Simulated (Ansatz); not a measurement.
TaN:

```
CELL_PARAMETERS angstrom
0.00000 2.17900 2.17900
2.17900 0.00000 2.17900
2.17900 2.17900 0.00000
ATOMIC_POSITIONS crystal
Ta 0.50000 0.50000 0.50000
N 0.00000 0.00000 0.00000
```

Base run:

- Program: Ansatz 0.2.0
- Functional: PBE
- Potentials or basis: all-electron LAPW, scalar-relativistic
- Cutoff: 367 eV (chosen from the basis error)
- Basis error allowed: 0.001 eV/atom
- k mesh: 7 × 7 × 7
- Occupations: gaussian, width 0.05 eV
- Spin: collinear spin, random start
- Starting moments: [-0.17, 0.0] μB

Its results: band gap on the k mesh none (metal or under the smearing width); pressure 14.4 GPa; net moment 0.00 μB per cell.

Problem. The run is repeated on the same cell with these changes: functional from PBE to PBEsol; moments at the start from [-0.17, 0.0] to [0.06, 0.0]. What comes out?

Solution. Band gap on the k mesh none (metal or under the smearing width); pressure 4.3 GPa; net moment 0.00 μB per cell.

Caveats: the k mesh is thin for a metal, which can move the energy by tens of meV per atom; the starting moments weren't kept.
